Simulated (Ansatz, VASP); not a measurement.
## Al: VASP beside Ansatz

```
Al
1.0
     2.80246    0.00000    0.00000
    -1.40123    2.42701    0.00000
     0.00000    0.00000    4.68623
Al
2
Direct
  0.66667 0.33333 0.75000
  0.33333 0.66667 0.25000
```

This isn't the form of Al at room conditions, which is fcc.

Alike in both runs: task single point; functional LDA; k mesh 18 × 18 × 10; occupations gaussian, width 0.15 eV; no spin polarisation.

|  | VASP | Ansatz |
| --- | --- | --- |
| version | VASP 6.6.1 | Ansatz 0.2.0 |
| potentials or method | VASP PAW LDA potentials, release 64 (Al) | scalar-relativistic, plane waves, PAW |
| plane-wave cutoff (eV) | 520 | 420 |
| valence electrons in the cell | 6 | 6 |

```tsv
	VASP	Ansatz	Ansatz less VASP
gap on the k mesh at the Fermi level (eV)	none	none	-
pressure (GPa)	0.1	0.0	-0.09
largest component of the traceless stress (GPa)	0.14	0.14	+0.001
```

A gap of «none» marks a metal or a gap that the smearing closes. Ansatz warned: «pseudo_functional_mismatch».
